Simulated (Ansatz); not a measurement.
A relaxed cell of CdSe is given with its symmetry left out. The cell was found from a structure generator's guess, not taken from experiment.

These are results of DFT PBE, scalar-relativistic, plane waves, PAW in Ansatz 0.2.0, not measurements. Cutoff 420 eV, Γ-centred mesh, Gaussian smearing, no spin polarisation.

```cif
data_structure
_symmetry_space_group_name_H-M 'P 1'
_symmetry_Int_Tables_number 1
_cell_length_a 7.3265
_cell_length_b 7.3265
_cell_length_c 7.3265
_cell_angle_alpha 109.471
_cell_angle_beta 109.471
_cell_angle_gamma 109.471
_cell_volume 302.74
loop_
_atom_site_label
_atom_site_type_symbol
_atom_site_fract_x
_atom_site_fract_y
_atom_site_fract_z
_atom_site_occupancy
Cd1 Cd 0.31824 0.31824 0.31824 1
Cd2 Cd 0.00000 0.00000 0.68176 1
Cd3 Cd 0.00000 0.68176 0.00000 1
Cd4 Cd 0.68176 0.00000 0.00000 1
Se1 Se 0.67266 0.67266 0.67266 1
Se2 Se 0.00000 0.00000 0.32734 1
Se3 Se 0.00000 0.32734 0.00000 1
Se4 Se 0.32734 0.00000 0.00000 1
```

Energies over the elements count from the elements' standard structures at the same level, with no fitted energy shifts.

Task: Find its symmetry and describe it.

Result: I-43m (No. 217). Conventional cell: a = 8.460 Å. Around Cd lie 4 Se at 2.60–2.73 Å; Se has 4 Cd at 2.60–2.73 Å.

Task: How far does it lie from the elements in energy?

Result: −0.517 eV/atom. A negative formation energy is needed for stability but isn't enough: competing phases decide.

Task: Is it a metal?

Result: No, the gap on the 6×6×6 mesh is 0.92 eV.

Task: From what recipe could a structure generator have reached it?

Result: One such recipe: 4-connected net, two elements alternating (I-43m, No. 217). Other recipes can lead to the same cell.

The last run used a 6×6×6 mesh for its 8-atom cell and Gaussian smearing of 0.02 eV. Kohn–Sham gaps at this level usually fall short of measured ones. The reference form of Se is held partly by dispersion forces, which this level lacks. Symmetry constrained the relaxation, so the result can be a saddle point.
